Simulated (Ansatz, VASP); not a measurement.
# InP in VASP and in Ansatz

The input INCAR:

```
SYSTEM = InP
  ALGO = Normal
  EDIFF = 1E-6
  EDIFFG = -0.01
  ENCUT = 600
  GGA = PE
  IBRION = 2
  ISIF = 3
  ISMEAR = 0
  LASPH = .TRUE.
  LCHARG = .FALSE.
  LREAL = .FALSE.
  LWAVE = .FALSE.
  NELM = 100
  NSW = 100
  PREC = Accurate
  SIGMA = 0.01
```

File KPOINTS:

```
k-points
0
G
  12 12 4
  0 0 0
```

The input POSCAR:

```
InP
1.0
    4.1897477306      0.0000000000      0.0000000000
   -2.0948738653      3.6284279701      0.0000000000
    0.0000000000      0.0000000000      9.3543585677
In P
3 3
Direct
    0.0000000000      0.5000000000      0.1666666667
    0.5000000000      0.5000000000      0.8333333333
    0.5000000000      0.0000000000      0.5000000000
    0.5000000000      0.5000000000      0.3333333333
    0.5000000000      0.0000000000      0.0000000000
    0.0000000000      0.5000000000      0.6666666667
```

Input for Ansatz:

```yaml
crystal:
  lattice:
    - [4.1897477306, 0.0, 0.0]
    - [-2.0948738653, 3.6284279701, 0.0]
    - [0.0, 0.0, 9.3543585677]
  atoms:
    - { symbol: In, position: [0.0, 0.5, 0.1666666667] }
    - { symbol: In, position: [0.5, 0.5, 0.8333333333] }
    - { symbol: In, position: [0.5, 0.0, 0.5] }
    - { symbol: P, position: [0.5, 0.5, 0.3333333333] }
    - { symbol: P, position: [0.5, 0.0, 0.0] }
    - { symbol: P, position: [0.0, 0.5, 0.6666666667] }
basis:
  ecutwfc: 420
kpoints:
  mp_grid: { grid: [12, 12, 4] }
hamiltonian:
  xc: pbe
scf:
  occupations: { method: gaussian, width: 0.01 }
output:
  forces: true
  stress: true
  eigenvalues: true
  write_density: true
  write_potential: true
  elf: true
  volumetric_format: npy
relax:
  adjacent_minimum: "off"
  f_tol: 0.01
  max_steps: 80
  cell: { stress_tol: 0.05 }
```

Alike in both runs: task relaxation of cell and atoms; functional PBE; k mesh 12 × 12 × 4; occupations gaussian, width 0.01 eV; no spin polarisation.

```csv
,VASP,Ansatz
version,VASP 6.6.1,Ansatz 0.2.0
potentials or method,"VASP PAW PBE potentials, release 64 (In_d, P)","scalar-relativistic, plane waves, PAW"
plane-wave cutoff (eV),600,420
valence electrons in the cell,54,54
```

```tsv
	VASP	Ansatz	Ansatz less VASP
gap on the k mesh at the Fermi level, each at its own relaxed structure (eV)	0.03	0.03	-0.001
relaxed volume (Å³/atom)	23.70	23.69	-0.002
relaxed cell length with the largest relative difference (Å)	9.391	9.397	+0.0060
```

Caveats: spin-orbit coupling is left out, which moves the levels of the heavy elements.
